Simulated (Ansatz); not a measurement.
**Pd: single point with PBE**

Crystal: Pd.

```
CELL_PARAMETERS angstrom
2.78367 0.00000 0.00000
-1.39183 2.41072 0.00000
0.00000 0.00000 4.62889
ATOMIC_POSITIONS crystal
Pd 0.33333 0.66667 0.25000
Pd 0.66667 0.33333 0.75000
```

This isn't the form of Pd at room conditions, which is fcc.

```
Program             : Ansatz 0.2.0
Task                : single point
Functional          : PBE
Potentials or basis : Ansatz PAW
Cutoff              : 420 eV (not typed: the program's choice for these potentials)
k mesh              : 11 × 11 × 6
Occupations         : gaussian, width 0.022 eV
Spin                : no spin polarisation
```

```json
{
 "Pressure": "-1.6 GPa",
 "Band gap on the k mesh": "none (metal or under the smearing width)"
}
```

Stress tensor (GPa, compression positive):
```
-1.76  0.00  0.00
 0.00 -1.76  0.00
 0.00  0.00 -1.18
```

Levels at points of the mesh, in eV from the Fermi level:
```csv
k point,band 16,band 17,band 18,band 19,band 20,band 21
"(0.00, 0.00, 0.00)",-1.55,-1.55,-0.22,-0.22,0.98,6.65
"(0.00, 0.00, -0.50)",-2.57,-0.65,-0.65,-0.65,-0.65,13.68
```

Run time: 1.2 s on 2 threads of Arm Neoverse V1 (shared host), peak memory 0.3 GiB.
